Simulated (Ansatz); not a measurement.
Runs of Ansatz 0.2.0 on Pb. The structure is cubic, space group Fm-3m (No. 225). Conventional cell: a = 4.950 Å, b = 4.950 Å, c = 4.950 Å, α = 90.00°, β = 90.00°, γ = 90.00°. Around Pb (site symmetry m-3m) lie 12 Pb at 3.50 Å. 

```tsv
task	level	potentials or basis	cell	k mesh	cutoff (eV)	smearing	basis error allowed	mesh quality	gap on the mesh (eV)	pressure (GPa)
single point	PBE	all-electron LAPW, scalar-relativistic	as given	9 × 9 × 9	154	gaussian 0.023 eV	0.001 eV/atom	not flagged	none	2.3
relaxation of cell and atoms	PBEsol	all-electron LAPW, scalar-relativistic	relaxed	9 × 9 × 9	-	fermi-dirac 0.05 eV	0.001 eV/atom	not flagged	-	0.0
band structure	PBEsol	all-electron LAPW, non-relativistic	as given	9 × 9 × 9	153	fermi-dirac 0.05 eV	0.001 eV/atom	not flagged	-	(a)
single point	PBE	all-electron LAPW, scalar-relativistic	as given	9 × 9 × 9	154	gaussian 0.022 eV	0.001 eV/atom	not flagged	none	2.3
single point	PBE	all-electron LAPW, scalar-relativistic	as given	4 × 4 × 4	135	fermi-dirac 0.02 eV	0.003 eV/atom	coarse	none	1.9
```

Alike in all rows: no spin polarisation.

Q: Fill in the values left out.

A: (a) 1.7.

Caveats: some runs use coarse meshes; relativity is left out, which matters for the heavier elements (some runs); the k mesh is thin for a metal, which can move the energy by tens of meV per atom (some runs).

A k mesh can miss the band edges, and the runs leave out spin-orbit coupling on Pb.

A gap of «none» marks a metal or a gap under the smearing width.

Not every run made on this cell is shown here.
